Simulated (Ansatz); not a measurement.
# MoS2 sheet: levels of theory, part 2 of 2

The task, for MoS2 sheet: compare levels of theory; the runs are relaxing the atoms and single point.

Ansatz 0.2.0; DFT LDA, scalar-relativistic, plane waves, PAW, and further levels as typed in the inputs.

## (4) Single point: r2SCAN

It takes the final geometry of step 2.

The input, input.yaml:

```yaml
crystal:
  lattice:
    - [3.16, 0.0, 0.0]
    - [-1.58, 2.736640276, 0.0]
    - [0.0, 0.0, 19.13]
  atoms:
    - { symbol: S, position: [0.6666666667, 0.3333333333, 0.4195590426] }
    - { symbol: Mo, position: [0.0, 0.0, 0.4999995712] }
    - { symbol: S, position: [0.6666666667, 0.3333333333, 0.5804413862] }
scf:
  occupations: { method: fixed }
  n_extra_bands: 4
output:
  eigenvalues: true
kpoints:
  mp_grid: { grid: [12, 12, 1] }
efield:
  axis: 3
  dipole_correction: true
hamiltonian:
  xc: r2scan
```

On the command line:

```console
$ ansatz run input.yaml --threads 4 --pin off --max-ram 11776MiB --backend cpu --events-out ev --progress --plain --runs-dir out
```

Log, cut to the lines that bear on the results:

```text
Warning: RAYON_NUM_THREADS=4 ignored (pool sized by the plan → 4); use --threads N
scf.n_extra_bands = 4 over 13 filled bands (N_el = 26.0): the run solves 17 bands
[...]
Pseudopotentials: kind: paw
Pseudopotential: S, paw, valence charge 6, recommended cutoff 500 eV (meta_gga), S.paw.azcp
Pseudopotential: Mo, paw, valence charge 14, recommended cutoff 500 eV (meta_gga), Mo.paw.azcp
Functional definition: r2SCAN
[...]
Crystal: 3 atoms, lattice volume = 165.432 Å³
[...]
Fermi energy:    -0.841423 eV
Dipole field:    D = -0.000002 V/Å  (p = -0.000002 e·Å, saw-weighted, corrected)
Work function:   Φ+ = 6.1006 eV   Φ− = 6.1006 eV
Levels:          The Fermi level and band energies are counted from a zero that moves with the ramp; work functions are not
[...]
--- Band table (eV; the first three rows and the last of 19) ---
  k-point 0: bands = ["-63.6934", "-37.1129", "-36.8786", "-36.8786", "-15.8238", "-14.3461", "-6.8774", "-3.7897", "-3.7897", "-2.7729", "-2.5934", "-2.5934", "-0.8414", "2.1187", "2.1187", "2.4186", "2.4186"]
[...]
```

Run time: 6.4 s. Hardware: 4 threads of Intel Xeon Platinum 8259CL at 2.50GHz (Skylake/Cascade Lake), shared host; peak memory 0.73 GiB.

## (5) Single point: HSE06, mesh 6×6×1

It takes the final geometry of step 2.

Edit input.yaml of step 4 so:

```diff
@@ -14,4 +14,8 @@
   eigenvalues: true
+  write_density: true
+  write_potential: true
+  elf: true
+  volumetric_format: npy
 kpoints:
-  mp_grid: { grid: [12, 12, 1] }
+  mp_grid: { grid: [6, 6, 1] }
 efield:
@@ -20,2 +24,2 @@
 hamiltonian:
-  xc: r2scan
+  xc: hse06
```

On the command line:

```console
$ ansatz run input.yaml --threads 4 --pin off --max-ram 11776MiB --backend cpu --events-out ev --progress --plain --runs-dir out
```

Log:

```text
Warning: RAYON_NUM_THREADS=4 ignored (pool sized by the plan → 4); use --threads N
scf.n_extra_bands = 4 over 13 filled bands (N_el = 26.0): the run solves 17 bands
[... 4 set-up lines as earlier in the session ...]
Functional definition: HSE06
  parameter a = 0.25
  parameter omega = 0.11/bohr
  exchange = pbe_x - a*pbe_x_sr(omega) + a*exact_x_sr(omega)
  correlation = pbe_c
davidson cushion auto → on  (no smearing: the cushion is to keep the highest requested band from converging to the state above it; pin scf.eigensolver.cushion to override)
Crystal: 3 atoms, lattice volume = 165.432 Å³
Basis set: ecut = 420 eV, 3195 PW (Γ)
Bands: 17, of which v1, the nominal top of the filled ones, is band 13 counted from 1 (12 counted from 0)
[... 1 set-up line as earlier in the session ...]
k-points: 7 of 36 (time reversal used)
[... 9 set-up lines as earlier in the session ...]
Functional: x = pbe(κ = 0.804, μ = 0.2195149727645171), c = pbe(β = 0.06672455060314922), warm-up for x = pbe(κ = 0.804, μ = 0.2195149727645171) + 0.25 (exact − pbe) at short range (hse, ω = 0.20786987370883472 Å⁻¹), c = pbe(β = 0.06672455060314922); HSE06 as pw.x's `hse` composes it (authors' and Libxc's form: `xc: wpbeh`)
SCF iter   1: F=—  HF=-6762.777895 eV  |F-HF|=—  |Δ(HF+E_count)|=         —  Δρ=3.26e-3  dr2=7.35e-3  ethr=1.77e-3  p=-0.000 e·Å  D=-1.29e-6 V/Å  ΔV_dip=0.00 eV  dr2_dipole=3.74e-8  V_vac-E_F(+/−)=6.09/6.09 eV  ⟨swp⟩=5.7  Hψ=531  notcnv=0
efield: sawtooth ramp at fractional position 0.9500 (placed from the atoms, in the widest stretch of the axis that holds none; the zero of the levels goes with the place), width 0.1000; the density the first Hamiltonian is built on has a dipole p = -0.000 e·Å; the dipole correction subtracts the counter field D = -1.29e-6 V/Å, which shifts the + side's vacuum level by +0.00 eV against the − side's; the planar-averaged density in the ramp window peaks in size at 5.0e-5 e/Å³
preconditioner: auto → none  [insulator: Δε(μ)=1.623 eV  Ē_g=8.206 eV  n_scr=12 (ndim 8)  ℏωp=12.2 eV  f_vac=0.651]
SCF iter   2: F=—  HF=-6762.786156 eV  |F-HF|=—  |Δ(HF+E_count)|=   8.26e-3  Δρ=2.37e-3  dr2=1.56e-2  ethr=2.83e-5  p=0.000 e·Å  D=1.42e-4 V/Å  ΔV_dip=-0.00 eV  dr2_dipole=8.69e-7  V_vac-E_F(+/−)=5.91/5.92 eV  ⟨swp⟩=4.1  Hψ=370  notcnv=0  κ⁻¹=1.0e0(r=1)
SCF iter   3: F=—  HF=-6762.785066 eV  |F-HF|=—  |Δ(HF+E_count)|=   1.09e-3  Δρ=1.37e-3  dr2=1.39e-3  ethr=2.83e-5  p=-0.000 e·Å  D=-1.15e-4 V/Å  ΔV_dip=0.00 eV  dr2_dipole=8.17e-7  V_vac-E_F(+/−)=5.98/5.98 eV  ⟨swp⟩=3.0  Hψ=310  notcnv=0  κ⁻¹=1.7e-2(r=2)
SCF iter   4: F=-6762.786794 eV  HF=-6762.786811 eV  |F-HF|=1.67e-5  |Δ(HF+E_count)|=   1.74e-3  Δρ=3.38e-4  dr2=1.54e-4  ethr=5.34e-6  p=0.001 e·Å  D=6.16e-4 V/Å  ΔV_dip=-0.01 eV  dr2_dipole=2.03e-5  V_vac-E_F(+/−)=5.91/5.92 eV  ⟨swp⟩=3.0  Hψ=306  notcnv=0
SCF 1 stopped early in 4 iterations: F = -6762.786794 eV  dr2 = 1.54e-4
[... 2 set-up lines as earlier in the session ...]
Functional: x = pbe(κ = 0.804, μ = 0.2195149727645171) + 0.25 (exact − pbe) at short range (hse, ω = 0.20786987370883472 Å⁻¹), c = pbe(β = 0.06672455060314922); HSE06 as pw.x's `hse` composes it (authors' and Libxc's form: `xc: wpbeh`)
Exchange kernel: α = 0.2500, screened, ω = 0.2079 Å⁻¹, Wigner–Seitz truncation, v(0) = 1043.4674 eV·Å³, q-mesh 6×6×1, nearest image of the exchange supercell L = 18.96 Å, pair-density grid 15×15×90, without the augmentation charges, whose exchange is taken in its separable form by FFT convolution over the k-point mesh (sized by the pseudopotential files, 20×20×128 at the most), smooth part of the exact exchange by density-matrix convolution
Frozen-core exchange: fock
SCF iter   1: F=—  HF=-6765.855206 eV  |F-HF|=—  |Δ(HF+E_count)|=         —  Δρ=6.67e-3  dr2=1.51e-1  ethr=5.94e-6  p=0.001 e·Å  D=6.16e-4 V/Å  ΔV_dip=-0.01 eV  dr2_dipole=3.36e-5  V_vac-E_F(+/−)=6.17/6.18 eV  ⟨swp⟩=6.0  Hψ=543  notcnv=0
efield: sawtooth ramp at fractional position 0.9500 (kept from the solve that this one continues, or follows in the run), width 0.1000; the density the first Hamiltonian is built on has a dipole p = 0.001 e·Å; the dipole correction subtracts the counter field D = 6.16e-4 V/Å, which shifts the + side's vacuum level by -0.01 eV against the − side's; the planar-averaged density in the ramp window peaks in size at 6.2e-6 e/Å³
preconditioner: auto → none  [insulator: Δε(μ)=2.216 eV  Ē_g=9.728 eV  n_scr=12 (ndim 8)  ℏωp=12.2 eV  f_vac=0.652]
SCF iter   2: F=—  HF=-6765.890269 eV  |F-HF|=—  |Δ(HF+E_count)|=   3.51e-2  Δρ=8.57e-3  dr2=4.00e-1  ethr=5.94e-6  p=-0.003 e·Å  D=-3.67e-3 V/Å  ΔV_dip=0.07 eV  dr2_dipole=4.34e-4  V_vac-E_F(+/−)=6.81/6.74 eV  ⟨swp⟩=5.0  Hψ=525  notcnv=0  κ⁻¹=1.0e0(r=1)
SCF iter   3: F=—  HF=-6765.825775 eV  |F-HF|=—  |Δ(HF+E_count)|=   6.45e-2  Δρ=1.07e-3  dr2=3.27e-3  ethr=5.94e-6  p=0.002 e·Å  D=1.99e-3 V/Å  ΔV_dip=-0.04 eV  dr2_dipole=2.01e-4  V_vac-E_F(+/−)=6.34/6.38 eV  ⟨swp⟩=5.0  Hψ=474  notcnv=0  κ⁻¹=4.4e-3(r=2)
SCF iter   4: F=—  HF=-6765.833794 eV  |F-HF|=—  |Δ(HF+E_count)|=   8.02e-3  Δρ=1.20e-3  dr2=9.46e-3  ethr=5.94e-6  p=-0.007 e·Å  D=-8.06e-3 V/Å  ΔV_dip=0.15 eV  dr2_dipole=2.13e-3  V_vac-E_F(+/−)=6.46/6.31 eV  ⟨swp⟩=4.0  Hψ=379  notcnv=0  κ⁻¹=4.4e-3(r=2)
SCF iter   5: F=—  HF=-6765.840551 eV  |F-HF|=—  |Δ(HF+E_count)|=   6.76e-3  Δρ=1.87e-3  dr2=5.93e-2  ethr=5.94e-6  p=0.019 e·Å  D=2.05e-2 V/Å  ΔV_dip=-0.39 eV  dr2_dipole=1.62e-2  V_vac-E_F(+/−)=6.21/6.60 eV  ⟨swp⟩=4.3  Hψ=424  notcnv=0  κ⁻¹=3.5e-3(r=3)
iter 6 solved again at ethr=9.16e-8 eV; its pass at ethr=5.94e-6 eV (dr2=2.38e-5 eV) is discarded
SCF iter   6: F=—  HF=-6765.832270 eV  |F-HF|=—  |Δ(HF+E_count)|=   8.28e-3  Δρ=1.86e-4  dr2=5.07e-5  ethr=9.16e-8  p=-0.001 e·Å  D=-5.63e-4 V/Å  ΔV_dip=0.01 eV  dr2_dipole=5.31e-7  V_vac-E_F(+/−)=6.40/6.39 eV  ⟨swp⟩=2.9  Hψ=669  notcnv=0  κ⁻¹=2.5e-5(r=4)
SCF iter   7: F=—  HF=-6765.832459 eV  |F-HF|=—  |Δ(HF+E_count)|=   1.89e-4  Δρ=1.09e-4  dr2=5.94e-5  ethr=9.10e-8  p=-0.000 e·Å  D=-4.41e-4 V/Å  ΔV_dip=0.01 eV  dr2_dipole=8.78e-6  V_vac-E_F(+/−)=6.40/6.39 eV  ⟨swp⟩=4.0  Hψ=379  notcnv=0  κ⁻¹=2.5e-5(r=4)
SCF iter   8: F=-6765.832449 eV  HF=-6765.832449 eV  |F-HF|=1.00e-7  |Δ(HF+E_count)|=   1.06e-5  Δρ=1.46e-5  dr2=1.57e-6  ethr=9.10e-8  p=0.000 e·Å  D=1.86e-5 V/Å  ΔV_dip=-0.00 eV  dr2_dipole=1.72e-9  V_vac-E_F(+/−)=6.39/6.39 eV  ⟨swp⟩=3.0  Hψ=320  notcnv=0
SCF 2 stopped early in 8 iterations: F = -6765.832449 eV  dr2 = 1.57e-6
hybrid outer 1: dexx = +8.530e-3 eV, tail = 1.15e-5 eV
Exchange kernel: α = 0.2500, screened, ω = 0.2079 Å⁻¹, Wigner–Seitz truncation, v(0) = 1043.4674 eV·Å³, q-mesh 6×6×1, nearest image of the exchange supercell L = 18.96 Å, pair-density grid 15×15×90, without the augmentation charges, whose exchange is taken in its separable form by FFT convolution over the k-point mesh (sized by the pseudopotential files, 20×20×128 at the most), smooth part of the exact exchange by density-matrix convolution
Frozen-core exchange: fock
SCF iter   1: F=—  HF=-6765.832444 eV  |F-HF|=—  |Δ(HF+E_count)|=         —  Δρ=2.98e-5  dr2=5.88e-7  ethr=2.20e-7  p=0.000 e·Å  D=9.45e-7 V/Å  ΔV_dip=-0.00 eV  dr2_dipole=3.28e-10  V_vac-E_F(+/−)=6.39/6.39 eV  ⟨swp⟩=3.0  Hψ=293  notcnv=0
efield: sawtooth ramp at fractional position 0.9500 (kept from the solve that this one continues, or follows in the run), width 0.1000; the density the first Hamiltonian is built on has a dipole p = 0.000 e·Å; the dipole correction subtracts the counter field D = 9.45e-7 V/Å, which shifts the + side's vacuum level by -0.00 eV against the − side's; the planar-averaged density in the ramp window peaks in size at 2.2e-6 e/Å³
preconditioner: auto → none  [insulator: Δε(μ)=2.155 eV  Ē_g=9.635 eV  n_scr=12 (ndim 8)  ℏωp=12.2 eV  f_vac=0.652]
SCF iter   2: F=—  HF=-6765.832444 eV  |F-HF|=—  |Δ(HF+E_count)|=   4.42e-8  Δρ=1.45e-5  dr2=2.66e-7  ethr=1.70e-9  p=0.000 e·Å  D=1.43e-5 V/Å  ΔV_dip=-0.00 eV  dr2_dipole=8.05e-9  V_vac-E_F(+/−)=6.39/6.39 eV  ⟨swp⟩=3.9  Hψ=347  notcnv=0  κ⁻¹=1.0e0(r=1)
SCF iter   3: F=—  HF=-6765.832444 eV  |F-HF|=—  |Δ(HF+E_count)|=   2.84e-7  Δρ=1.34e-5  dr2=3.64e-7  ethr=8.21e-10  p=-0.000 e·Å  D=-3.72e-5 V/Å  ΔV_dip=0.00 eV  dr2_dipole=4.83e-8  V_vac-E_F(+/−)=6.39/6.39 eV  ⟨swp⟩=3.7  Hψ=344  notcnv=0  κ⁻¹=1.0e0(r=1)
SCF iter   4: F=—  HF=-6765.832444 eV  |F-HF|=—  |Δ(HF+E_count)|=   3.20e-8  Δρ=7.01e-6  dr2=6.95e-7  ethr=8.21e-10  p=0.000 e·Å  D=6.73e-5 V/Å  ΔV_dip=-0.00 eV  dr2_dipole=1.78e-7  V_vac-E_F(+/−)=6.39/6.39 eV  ⟨swp⟩=3.9  Hψ=340  notcnv=0  κ⁻¹=1.2e-1(r=2)
iter 5 solved again at ethr=1.30e-11 eV; its pass at ethr=8.21e-10 eV (dr2=3.38e-9 eV) is discarded
SCF iter   5: F=-6765.832444 eV  HF=-6765.832444 eV  |F-HF|=2.74e-9  |Δ(HF+E_count)|=   9.68e-8  Δρ=1.69e-6  dr2=7.14e-9  ethr=1.30e-11  p=-0.000 e·Å  D=-2.76e-6 V/Å  ΔV_dip=0.00 eV  dr2_dipole=1.71e-11  V_vac-E_F(+/−)=6.39/6.39 eV  ⟨swp⟩=3.0  Hψ=595  notcnv=0
SCF 3 converged in 5 iterations: F = -6765.832444 eV  dr2 = 7.14e-9
hybrid outer 2: dexx = +4.476e-7 eV, tail = 2.16e-8 eV, Δε = 1.78e-3 eV (about 7.58e-5 eV left of the loop's levels)
WARN: The output density's exchange-correlation potential varies sharply where the density is thin. Do not read a vacuum level from v_tot or v_xc, or from such a field of the output density. On a cell that repeats whose density bears no net charge and no dipole along the vacuum's axis use v_es (v_loc + v_h of the components); under efield.dipole_correction with no amplitude use v_es + v_field, which holds any external_charges[].barrier, or the levels of the report's work_function block, which leave it out; under a non-zero efield.amplitude the vacuum is tilted and has no level; on a cell that repeats and bears such a dipole with no correction it is tilted too, and efield.dipole_correction with no amplitude gives each side of its ramp a level where efield: is served; in a cell that repeats whose density bears a net charge (total_charge, or a fill off its count) it is curved and has none; of a slab under crystal.periodic whose density bears no net charge use v_es, which has a level on each side, short of where the two are joined; of another it falls or rises all the way out and has none; of a slab beside external_charges read slab_vacuum_level instead, which it has where they leave it neutral. The grid or the basis barely resolves most such structure, and the values can differ between equally converged runs; as a rule a tighter scf.convergence.dr2_threshold does not remove it. Where the density itself ripples (under the LDA too) a higher basis.ecutwfc lessens it. The files hold the spikes' plane waves up to the density's cutoff. Files: v_tot_of_output_density and the like, and their columns of v_z.tsv (output.write_potential); v_xc_of_output_density and the like, and their columns of v_comp_z.tsv (output.write_potential_components). Measured: with its Gaussian average of σ = 0.25 Å subtracted twice, the exchange-correlation potential is over 0.1 eV at 616 of the grid points where the equally averaged density (valence and model cores) is under 1e-3 e/Å³, and 0.540 eV at the most among them, at an averaged density of 1.4e-4 e/Å³. The input density's (outcome.potential() and, of a run that writes arrays, v_tot and v_xc) is over 0.1 eV, so measured, at 616 points of its own thin density, 0.540 eV at the most. See output.write_potential in the manual, Limitations
hybrid SCF converged: 2 outer / 13 inner (+4 warm-up), last move |dexx| = 4.48e-7 eV, tail = 2.16e-8 eV
Stability not checked: this state was not tested for a lower state beside it, because the functional holds exact exchange (a hybrid, or Hartree-Fock), whose exchange loop this test does not read (fock_operator; see scf.lower_state_search)
Free energy (F): -6765.832444 eV
Frozen-core exchange: fock
Harris-Foulkes:  -6765.832444 eV  (|F-HF|=2.74e-9)
Internal energy: -6765.832444 eV  (E = F + TS)
E sigma→0 (E₀):  -6765.832444 eV
Fermi energy:    -1.138522 eV
Dipole field:    D = 0.000003 V/Å  (p = 0.000003 e·Å, saw-weighted, corrected)
Work function:   Φ+ = 6.3901 eV   Φ− = 6.3902 eV
Levels:          The Fermi level and band energies are counted from a zero that moves with the ramp; work functions are not
--- Per-component energies (eV) ---
  E_band       = -487.657731
  E_kinetic    = 655.352484
  E_local      = -15290.473839  (includes V_loc(G=0)·N_el)
  E_nonlocal   = 197.088538
  E_hartree    = 7274.637780
  E_xc         = -303.843481
  E_vxc        = -323.594770  (∫ρ·V_xc dr)
  E_exx        = -64.544315  (= α·E_x^exact, valence–valence)
  E_paw        = -4413.999351  (= ΣΔE_a)
  E_vpaw       = -146.216278  (= ΣTr[D̂ρ^β])
  E_aug_tail   = 0.000038  (compensation charges beyond the density's cutoff)
  E_efield     = 0.000000  (sawtooth field / dipole correction)
  E_vefield    = 0.000000  (∫n·V_field dr)
  E_ewald      = 5180.575643
  E_core_change = -0.625942  (= ΣΔE_core)
  E_smearing   = -0.000000  (= −TS)
  E_closure    = 0.000000  (closes the sum)
  Σ components = -6765.832444   (vs F -6765.832444, Δ=-9.09e-13)
--- Band table (eV; the first three rows and the last of 7) ---
  k-point 0: bands = ["-65.9704", "-38.7281", "-38.4549", "-38.4549", "-16.9956", "-15.4341", "-7.6600", "-4.3065", "-4.3065", "-3.2237", "-2.9189", "-2.9189", "-1.1385", "2.4462", "2.4462", "2.7594", "2.7594"]
  k-point 1: bands = ["-65.9579", "-38.7033", "-38.5808", "-38.4834", "-16.5422", "-15.2637", "-7.1921", "-5.1347", "-4.5318", "-3.8284", "-3.5542", "-2.4429", "-1.4915", "1.9381", "2.2674", "2.2942", "3.1511"]
  k-point 2: bands = ["-65.9329", "-38.8261", "-38.6530", "-38.5401", "-15.4933", "-14.8761", "-7.2406", "-5.9539", "-5.6812", "-4.4856", "-3.0483", "-2.8341", "-2.3003", "1.8001", "1.9468", "3.1916", "4.0363"]
  k-point 6: bands = ["-65.9141", "-38.8166", "-38.7752", "-38.6154", "-14.5387", "-14.4715", "-7.3997", "-6.4862", "-5.8208", "-5.3078", "-4.4591", "-3.6727", "-1.1579", "1.0167", "2.8343", "3.3706", "4.9596"]
```

Run time: 23 s. Hardware: 4 threads of Intel Xeon Platinum 8259CL at 2.50GHz (Skylake/Cascade Lake), shared host; peak memory 1.7 GiB.

Density in a lattice plane of the grid's cell (edges 3.16 and 19.13 Å, at 0.333 of the third edge), which holds S.

Ten even steps from ' ' (0.00 e/Å³) to '@' (1.07 e/Å³):
```
            
            
            
            
            
            
      ......
::..--@@@@@@
==::==@@@@@@
++@@==::::::
==::==@@@@@@
::..--@@@@@@
      ......
            
            
            
            
            
            
            
```
Columns run along the first of these edges and rows up along the second, over one cell in 6 and 20 even steps from the bottom left corner. Atoms in the plane (fractional): S at (0.67, 0.42), S at (0.67, 0.58).

ELF in the same plane.

Ten even steps from ' ' (0.00) to '@' (0.91):
```
            
            
            
            
            
      ::--::
--  --@@@@@@
##..##@@**@@
++..++%%**%%
::==::......
++..++%%**%%
##..##@@**@@
--  --@@@@@@
      ::--::
            
            
            
            
            
            
```
Columns run along the first of these edges and rows up along the second, over one cell in 6 and 20 even steps from the bottom left corner. Atoms in the plane (fractional): S at (0.67, 0.42), S at (0.67, 0.58).

Both are smooth fields of the valence electrons: close to the nuclei they are not physical.

Maxima of ELF outside the ion cores: 0.96 beside S, off the lines to its neighbours, 0.9 Å from S; 0.47 between the atoms, 1.7 Å from Mo.

## (6) Single point: PBE0

It takes the final geometry of step 2.

Edit input.yaml of step 5 so:

```diff
@@ -14,6 +14,2 @@
   eigenvalues: true
-  write_density: true
-  write_potential: true
-  elf: true
-  volumetric_format: npy
 kpoints:
@@ -24,2 +20,2 @@
 hamiltonian:
-  xc: hse06
+  xc: pbe0
```

On the command line:

```console
$ ansatz run input.yaml --threads 4 --pin off --max-ram 11776MiB --backend cpu --events-out ev --progress --plain --runs-dir out
```

Log, cut to the lines that bear on the results:

```text
Warning: RAYON_NUM_THREADS=4 ignored (pool sized by the plan → 4); use --threads N
scf.n_extra_bands = 4 over 13 filled bands (N_el = 26.0): the run solves 17 bands
[...]
[... 3 set-up lines as earlier in the session ...]
Functional definition: PBE0
[...]
Fermi energy:    -1.501440 eV
Dipole field:    D = 0.000008 V/Å  (p = 0.000008 e·Å, saw-weighted, corrected)
Work function:   Φ+ = 6.7548 eV   Φ− = 6.7549 eV
Levels:          The Fermi level and band energies are counted from a zero that moves with the ramp; work functions are not
[...]
--- Band table (eV; the first three rows and the last of 7) ---
  k-point 0: bands = ["-66.4212", "-39.1686", "-38.8965", "-38.8965", "-17.4317", "-15.8659", "-8.0968", "-4.7087", "-4.7087", "-3.6187", "-3.2841", "-3.2841", "-1.5014", "2.8019", "2.8019", "3.1264", "3.1264"]
[...]
```

Wall time 26 s (4 threads of Intel Xeon Platinum 8259CL at 2.50GHz (Skylake/Cascade Lake), shared host); peak memory 1.7 GiB.

## (7) Results

What follows sums up all 2 parts.

| step | level | k mesh | energy above the lowest (eV) | gap on the mesh (eV) | time |
| --- | --- | --- | --- | --- | --- |
| 2 | LDA | 12×12×1 | 0.000 | 1.63 | 8.2 s |
| 3 | LDA | 12×12×1 | 0.000 | 1.63 | 2.7 s |
| 4 | r2SCAN | 12×12×1 | n/a | 1.72 | 6.4 s |
| 5 | HSE06 | 6×6×1 | n/a | 2.16 | 23 s |
| 6 | PBE0 | 6×6×1 | n/a | 2.84 | 26 s |

Energies compare only among runs of one formula, size, charge, level and basis; each such set counts from its lowest member.

The rows set the runs side by side; convergence of the settings was not tested in this session.
